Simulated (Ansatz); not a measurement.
The system is Mn3Si.

```
Mn Si
1.0
     0.00000    2.86100    2.86100
     2.86100    0.00000    2.86100
     2.86100    2.86100    0.00000
Mn Si
3 1
Direct
  0.75000 0.75000 0.75000
  0.25000 0.25000 0.25000
  0.50000 0.50000 0.50000
  0.00000 0.00000 0.00000
```

- Program: Ansatz 0.2.0
- Task: single point
- Functional: PBEsol
- Potentials or basis: all-electron LAPW, scalar-relativistic
- Cutoff: 305 eV (chosen from the basis error)
- Basis error allowed: 0.001 eV/atom
- k mesh: 8 × 8 × 8
- Occupations: fermi-dirac, width 0.05 eV
- Spin: collinear spin, ferromagnetic start
- Starting moments: [4.0, 4.0, 4.0, 0.0] μB

On this cell: pressure -15.9 GPa; largest force zero by symmetry; net moment 1.01 μB per cell; site moments Mn -0.84, +2.63; Si +0.04 μB; band gap on the k mesh none (metal or under the smearing width).

The same run follows on a disturbed copy (atoms moved at random, drawn with an rms of 0.05 Å):

```
Mn Si
1.0
     0.00000    2.86100    2.86100
     2.86100    0.00000    2.86100
     2.86100    2.86100    0.00000
Mn Si
3 1
Cartesian
  4.3320 4.2528 4.3399
  1.4057 1.4756 1.4636
  2.8052 2.9087 2.8210
  -0.0313 -0.0319 0.0154
```

What does the disturbed cell give?

The energy (extrapolated to zero smearing) moves by +24.0 meV/atom; pressure -15.1 GPa; largest force 1.102 eV/Å; net moment 1.01 μB per cell; site moments Mn -0.79, -0.80, +2.53; Si +0.04 μB; band gap on the k mesh none (metal or under the smearing width).

Forces in eV/Å, atoms in the order of the input:
```
Mn  -0.801  0.614 -0.442
Mn   0.208 -0.648 -0.157
Mn   0.370 -0.346  0.503
Si   0.223  0.379  0.096
```

Stress tensor (GPa, compression positive):
```
-15.21   0.00   0.52
  0.00 -14.87  -0.31
  0.52  -0.31 -15.23
```

Caveats: the starting moments weren't kept; so large a pressure means that the cell lies far from this level's equilibrium, or that cutoff or potentials fall short (some runs).
